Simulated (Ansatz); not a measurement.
# Ga2O3 (Ga2O3, measured cell): the cost of one run

Computed with Ansatz 0.2.0 (DFT LDA, scalar-relativistic, plane waves, PAW, unless a step's input says otherwise).

## (1) The starting structure

It takes space group C2/m (No. 12, monoclinic). Conventional cell: a = 12.214 Å, b = 3.037 Å, c = 5.798 Å, α = 90.00°, β = 103.83°, γ = 90.00°. Ga (site symmetry m) is surrounded by 4 O at 1.83 to 1.86 Å. Around Ga (site symmetry m) lie 6 O at 1.94 to 2.07 Å. O (site symmetry m) is surrounded by 3 Ga at 1.83 to 1.94 Å. Around O (site symmetry m) lie 4 Ga at 1.86 to 2.07 Å.

As a file:

```
CELL_PARAMETERS angstrom
6.10700 -1.51855 0.00000
6.10700 1.51855 0.00000
-1.38599 0.00000 5.63001
ATOMIC_POSITIONS crystal
Ga 0.09050 0.09050 0.79460
Ga 0.90950 0.90950 0.20540
Ga 0.65866 0.65866 0.31402
Ga 0.34134 0.34134 0.68598
O 0.16450 0.16450 0.10980
O 0.83550 0.83550 0.89020
O 0.17330 0.17330 0.56320
O 0.82670 0.82670 0.43680
O 0.49590 0.49590 0.25660
O 0.50410 0.50410 0.74340
```

The structure rests on an entry of the Crystallography Open Database; cell or positions may have been set otherwise for this series.

## (2) Relaxing the atoms: Ga2O3 (Ga2O3, measured cell), no spin

input.yaml reads:

```yaml
crystal:
  lattice:
    - [6.107, -1.51855, 0.0]
    - [6.107, 1.51855, 0.0]
    - [-1.3859888959, 0.0, 5.630008738]
  atoms:
    - { symbol: Ga, position: [0.0905, 0.0905, 0.7946] }
    - { symbol: Ga, position: [0.9095, 0.9095, 0.2054] }
    - { symbol: Ga, position: [0.65866, 0.65866, 0.31402] }
    - { symbol: Ga, position: [0.34134, 0.34134, 0.68598] }
    - { symbol: O, position: [0.1645, 0.1645, 0.1098] }
    - { symbol: O, position: [0.8355, 0.8355, 0.8902] }
    - { symbol: O, position: [0.1733, 0.1733, 0.5632] }
    - { symbol: O, position: [0.8267, 0.8267, 0.4368] }
    - { symbol: O, position: [0.4959, 0.4959, 0.2566] }
    - { symbol: O, position: [0.5041, 0.5041, 0.7434] }
scf:
  occupations: { method: fixed }
output:
  forces: true
  stress: true
  eigenvalues: true
  write_density: true
  write_potential: true
  elf: true
  volumetric_format: npy
hamiltonian:
  xc: lda
basis:
  ecutwfc: 600
kpoints:
  mp_grid: { grid: [8, 8, 5] }
relax:
  f_tol: 0.001
  max_steps: 60
```

Started as:

```bash
$ ansatz run input.yaml --threads 8 --pin off --max-ram 24576MiB --backend cpu --events-out ev --progress --plain --runs-dir out
```

What time and memory should one allow on 8 threads of Intel Xeon 6975P-C (Granite Rapids), shared host?

About 30 s, with a peak of 1.2 GiB.
